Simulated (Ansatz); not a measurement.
TiC: changing the Hubbard U on Ti d

The cell as given:

The structure is cubic, space group Fm-3m (No. 225). Conventional cell: a = 4.331 Å, b = 4.331 Å, c = 4.331 Å, α = 90.00°, β = 90.00°, γ = 90.00°. Ti (site symmetry m-3m) has 6 C at 2.17 Å as nearest neighbours. Around C (site symmetry m-3m) lie 6 Ti at 2.17 Å.

Kept alike: task relaxation of cell and atoms; functional PBE; k mesh 11 × 11 × 11; occupations fermi-dirac, width 0.05 eV; no spin polarisation. Program: Ansatz, Ansatz PAW, cutoff 420 eV. The mesh is that of the run's cell of 2 atoms. No spin-orbit coupling.

| Hubbard U on Ti d, U (eV) | volume (Å³/atom) |
| --- | --- |
| 0 | 10.168 |
| 1 | 10.228 |
| 2 | 10.292 |
| 3 | 10.365 |
| 4 | 10.447 |
| 5 | 10.540 |
| 6 | 10.651 |
| 8 | 10.934 |

U acts here on a shell without spin polarisation. The relaxations keep at least the cell's symmetry (Fm-3m). For a metal such a mesh leaves the last digits unconverged. Relaxations stop with a little pressure left, so the last digits of a volume or edge aren't settled. Ansatz's relaxations hold a Pulay term in the stress (up to 0.3 GPa here). How U acts hangs on the program's projectors. U is the effective U - J on orthogonalised atomic projectors. Double counting: fully localised limit (the default).

**Question.** What does the Hubbard U on Ti d change here?

**Answer.** The volume rises from 10.168 to 10.934 Å³/atom between 0 and 8 eV. Measured: 10.09 Å³/atom at 300 K (pmc:8230697, doi:10.3390/ma14123222); nearest 0, 0.08 Å³/atom off. The runs are for a static lattice.
